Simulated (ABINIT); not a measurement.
# Zn (P6_3/mmc) in ABINIT: convergence with cutoff

Aim: find how far cutoff must go before the results for Zn settle, at r2SCAN. This setting moves, with any that are tied to it; all else stays.

All numbers are computed with ABINIT 10.8.3 (patched build); they aren't measurements. Logs are shortened: lines on timing, memory, paths and dates and some standing lists are left out, and cuts for length are marked. The log counts tension as positive stress, the text compression.

**1. The crystal as given**

Symmetry: P6_3/mmc, No. 194, hexagonal system. The conventional cell has a = 2.670 Å, b = 2.670 Å, c = 4.966 Å, α = 90.00°, β = 90.00°, γ = 120.00°. Zn (site symmetry -6m2) has 12 Zn at 2.67 to 2.92 Å as nearest neighbours.

**2. With cutoff 10.5 Ha**

run.abi

```
# Pseudopotentials
pp_dirpath "./"
pseudos "Zn.GGA_PBE-JTH.xml"

# Structure
acell 5.0455687528 5.0455687527 9.3843799349
rprim
     1.0000000000     0.0000000000     0.0000000000
    -0.5000000000     0.8660254038     0.0000000000
     0.0000000000     0.0000000000     1.0000000000
ntypat 1
znucl 30
natom 2
typat 1 1
xred
     0.6666666667     0.3333333333     0.7500000000
     0.3333333333     0.6666666667     0.2500000000

# Plane-wave basis
ecut 285.719556 eV
pawecutdg 63.6

# k points
kptopt 1
ngkpt 9 9 5
nshiftk 1
shiftk 0.0 0.0 0.0

# Exchange and correlation
ixc -497498
usekden 1
pawxcdev 0

# Bands and occupations
nband 16
occopt 6
tsmear 0.05 eV

# SCF cycle
nstep 100
tolvrs 1.0e-7

# Output
iomode 3
prtwf 0
prtden 0
prteig 0
prtebands 0
```

Potentials or basis: JTH PAW PBE v2.0.

Started as:

```bash
> abinit run.abi > log 2>&1
```

run.abo:

```text
.Version 10.8.3 of ABINIT
 Symmetries : space group P6_3/m m c (#194); Bravais hP (primitive hexag.)
================================================================================
 Values of the parameters that define the memory need of the present run
     intxc =       0    ionmov =       0      iscf =      17    lmnmax =      18
     lnmax =       6     mgfft =      30  mpssoang =       3    mqgrid =    3369
     natom =       2  nloc_mem =       2    nspden =       1   nspinor =       1
    nsppol =       1      nsym =      24    n1xccc =       1    ntypat =       1
    occopt =       6   xclevel =       2
       mpw =         350          nfft =        7680          nkpt =          36
 PAW method is used; the additional fine FFT grid is defined by:
   mgfftf=        72    nfftf =    115200
================================================================================
================================================================================

--------------------------------------------------------------------------------
------------- Echo of variables that govern the present computation ------------
--------------------------------------------------------------------------------
 -outvars: echo values of preprocessed input variables --------
            acell      5.0455687528E+00  5.0455687527E+00  9.3843799349E+00 Bohr
              amu      6.53900000E+01
             ecut      1.05000000E+01 Hartree
              ixc     -497498
         kptrlatt        9    0    0      0    9    0      0    0    5
          kptrlen      4.54101188E+01
            natom           2
            nband          16
            ngfft          16      16      30
          ngfftdg          40      40      72
             nkpt          36
            nstep         100
             nsym          24
           ntypat           1
           occopt           6
        pawecutdg      6.36000000E+01 Hartree
         pawxcdev           0
           prtden           0
        prtebands           0
           prteig           0
          prtkden           1
            prtwf           0
[... 174 lines left out ...]
Ewald energy        : -8.83563079058047E+01
psp_core            :  1.91299242538559E+00
local_psp           : -1.12553954987931E+02
PAW spherical_terms :  4.51349343853744E+01
internal            : -1.15281176724308E+02
'-kT*entropy'       : -3.22329709729875E-05
total_energy        : -1.15281208957279E+02
total_energy_eV     : -3.13696150384015E+03
...

--- !EnergyTermsDC
iteration_state     : {dtset: 1, }
comment             : '"Double-counting" decomposition of free energy'
band_energy         :  2.64231278037180E+00
Ewald energy        : -8.83563079058047E+01
psp_core            :  1.91299242538559E+00
xc_dc               : -2.74354267054756E+01
PAW spherical_terms : -4.04470961928796E+00
internal            : -1.15281139024811E+02
'-kT*entropy'       : -3.22329709729875E-05
total_energy_dc     : -1.15281171257782E+02
total_energy_dc_eV  : -3.13696047798459E+03
...

--- !EnergyTermsWithPAWCore
iteration_state     : {dtset: 1, }
comment             : 'Components of total free energy, including PAW core contributions'
Total energy        : -3.59252134290732E+03
Total energy DC     : -3.59252130520782E+03
Total energy (eV)   : -9.77574858587814E+04
Total energy DC (eV): -9.77574848329259E+04
...

 Cartesian components of stress tensor (hartree/bohr^3)
  sigma(1 1)=  3.43218686E-03  sigma(3 2)=  0.00000000E+00
  sigma(2 2)=  3.43218686E-03  sigma(3 1)=  0.00000000E+00
  sigma(3 3)=  3.27895475E-03  sigma(2 1)= -1.45071295E-13

-Cartesian components of stress tensor (GPa)         [Pressure= -9.9476E+01 GPa]
- sigma(1 1)=  1.00978424E+02  sigma(3 2)=  0.00000000E+00
- sigma(2 2)=  1.00978424E+02  sigma(3 1)=  0.00000000E+00
- sigma(3 3)=  9.64701794E+01  sigma(2 1)= -4.26814486E-09

== END DATASET(S) ==============================================================
================================================================================

 -outvars: echo values of variables after computation  --------
            acell      5.0455687528E+00  5.0455687527E+00  9.3843799349E+00 Bohr
           etotal     -1.1528117126E+02
            fcart     -0.0000000000E+00 -0.0000000000E+00 -3.5866051378E-30
                      -0.0000000000E+00 -0.0000000000E+00  3.5866051378E-30
            rprim      1.0000000000E+00  0.0000000000E+00  0.0000000000E+00
                      -5.0000000000E-01  8.6602540380E-01  0.0000000000E+00
                       0.0000000000E+00  0.0000000000E+00  1.0000000000E+00
           strten      3.4321868634E-03  3.4321868634E-03  3.2789547512E-03
                       0.0000000000E+00  0.0000000000E+00 -1.4507129522E-13
           xangst      1.3349999991E+00  7.7076260885E-01  3.7244999975E+00
                       1.7639248479E-11  1.5415252177E+00  1.2414999992E+00
             xred      6.6666666667E-01  3.3333333333E-01  7.5000000000E-01
                       3.3333333333E-01  6.6666666667E-01  2.5000000000E-01
 Calculation completed.
```

Wall time 21 s (1 thread of Arm Neoverse V2, shared host); peak memory 0.14 GiB.

Results:

| Item | Value |
| --- | --- |
| Free energy | -3136.9605 eV |
| Band gap on the k mesh | none (metal or under the smearing width) |
| Valence electrons inside the program's atomic spheres | Zn 10.74 (radii [1.2212] Å) |

**3. With cutoff 13 Ha**

run.abi, as its differences from that of step 2:

```diff
@@ -19,3 +19,3 @@
 # Plane-wave basis
-ecut 285.719556 eV
+ecut 353.748021 eV
 pawecutdg 63.6
```

Potentials or basis: JTH PAW PBE v2.0.

Started as:

```bash
> abinit run.abi > log 2>&1
```

It took 29 s on 1 thread of Arm Neoverse V2, shared host; peak memory 0.14 GiB.

It converged, with:

| Item | Value |
| --- | --- |
| Free energy | -3139.0539 eV |
| Band gap on the k mesh | none (metal or under the smearing width) |
| Valence electrons inside the program's atomic spheres | Zn 10.74 (radii [1.2212] Å) |

**4. With cutoff 15.5 Ha**

run.abi, as its differences from that of step 3:

```diff
@@ -19,3 +19,3 @@
 # Plane-wave basis
-ecut 353.748021 eV
+ecut 421.776487 eV
 pawecutdg 63.6
```

Started as:

```bash
> abinit run.abi > log 2>&1
```

Run time: 51 s. Hardware: 1 thread of Arm Neoverse V2, shared host; peak memory 0.14 GiB.

It converged, with:

| Item | Value |
| --- | --- |
| Free energy | -3139.1056 eV |
| Band gap on the k mesh | none (metal or under the smearing width) |
| Valence electrons inside the program's atomic spheres | Zn 10.74 (radii [1.2212] Å) |

**5. With cutoff 18 Ha**

run.abi, as its differences from that of step 4:

```diff
@@ -19,3 +19,3 @@
 # Plane-wave basis
-ecut 421.776487 eV
+ecut 489.804952 eV
 pawecutdg 63.6
```

Started as:

```bash
> abinit run.abi > log 2>&1
```

It took 60 s on 1 thread of Arm Neoverse V2, shared host; peak memory 0.15 GiB.

It converged, with:

```yaml
Free_energy: -3139.1525 eV
Band_gap_on_the_k_mesh: none (metal or under the smearing width)
Valence_electrons_inside_the_program's_atomic_spheres: Zn 10.74 (radii [1.2212] Å)
```

**6. With cutoff 22 Ha**

run.abi, as its differences from that of step 5:

```diff
@@ -19,3 +19,3 @@
 # Plane-wave basis
-ecut 489.804952 eV
+ecut 598.650497 eV
 pawecutdg 63.6
```

Potentials or basis: JTH PAW PBE v2.0.

Started as:

```bash
> abinit run.abi > log 2>&1
```

It took 83 s on 1 thread of Arm Neoverse V2, shared host; peak memory 0.16 GiB.

The run converged. Its results:

```
Free energy                                           : -3139.2118 eV
Pressure                                              : -4.9 GPa
Band gap on the k mesh                                : none (metal or under the smearing width)
Valence electrons inside the program's atomic spheres : Zn 10.74 (radii [1.2212] Å)
```

**7. With cutoff 26 Ha**

run.abi, as its differences from that of step 6:

```diff
@@ -19,3 +19,3 @@
 # Plane-wave basis
-ecut 598.650497 eV
+ecut 707.496042 eV
 pawecutdg 63.6
```

Started as:

```bash
> abinit run.abi > log 2>&1
```

It took 2.1 min on 1 thread of Arm Neoverse V2, shared host; peak memory 0.16 GiB.

The run converged. Its results:

```
Free energy                                           : -3139.2183 eV
Pressure                                              : -4.5 GPa
Band gap on the k mesh                                : none (metal or under the smearing width)
Valence electrons inside the program's atomic spheres : Zn 10.74 (radii [1.2212] Å)
```

**8. With cutoff 30 Ha**

run.abi, as its differences from that of step 7:

```diff
@@ -19,3 +19,3 @@
 # Plane-wave basis
-ecut 707.496042 eV
+ecut 816.341587 eV
 pawecutdg 63.6
```

Started as:

```bash
> abinit run.abi > log 2>&1
```

It took 2 min on 1 thread of Arm Neoverse V2, shared host; peak memory 0.17 GiB.

It converged, with:

- Free energy: -3139.2215 eV
- Pressure: -4.6 GPa
- Band gap on the k mesh: none (metal or under the smearing width)
- Valence electrons inside the program's atomic spheres: Zn 10.74 (radii [1.2212] Å)

**9. With cutoff 35 Ha**

run.abi, as its differences from that of step 8:

```diff
@@ -19,3 +19,3 @@
 # Plane-wave basis
-ecut 816.341587 eV
+ecut 952.398519 eV
 pawecutdg 63.6
```

Potentials or basis: JTH PAW PBE v2.0.

Started as:

```bash
> abinit run.abi > log 2>&1
```

Run time: 1.8 min. Hardware: 1 thread of Arm Neoverse V2, shared host; peak memory 0.18 GiB.

The run converged. Its results:

```yaml
Free_energy: -3139.2260 eV
Pressure: -4.5 GPa
Band_gap_on_the_k_mesh: none (metal or under the smearing width)
Valence_electrons_inside_the_program's_atomic_spheres: Zn 10.74 (radii [1.2212] Å)
```

**10. With cutoff 41.5 Ha**

run.abi, as its differences from that of step 9:

```diff
@@ -19,3 +19,3 @@
 # Plane-wave basis
-ecut 952.398519 eV
+ecut 1129.272529 eV
 pawecutdg 63.6
```

Started as:

```bash
> abinit run.abi > log 2>&1
```

Run time: 3.1 min. Hardware: 1 thread of Arm Neoverse V2, shared host; peak memory 0.19 GiB.

It converged, with:

```yaml
Free_energy: -3139.2268 eV
Pressure: -4.5 GPa
Band_gap_on_the_k_mesh: none (metal or under the smearing width)
Valence_electrons_inside_the_program's_atomic_spheres: Zn 10.74 (radii [1.2212] Å)
```

**11. Result**

```tsv
cutoff	energy less the tightest run (meV/atom)	SCF cycles	CPU time (s)	peak memory (GiB)
10.5 Ha	1133.14	10	21	0.14
13 Ha	86.42	11	29	0.14
15.5 Ha	60.59	18	51	0.14
18 Ha	37.11	19	60	0.15
22 Ha	7.50	17	83	0.16
26 Ha	4.21	23	130	0.16
30 Ha	2.64	17	120	0.17
35 Ha	0.40	11	110	0.18
41.5 Ha	0.00	16	180	0.19
```

Against the tightest run, the energy stays within 1 meV/atom from 35 Ha on. The tightest run that finished is the yardstick and may itself not be fully converged.

Caveats: totals of a meta-GGA on PAW files have another zero than those of a GGA; the PAW data sets were made with another functional, which shifts forces and pressure a little.
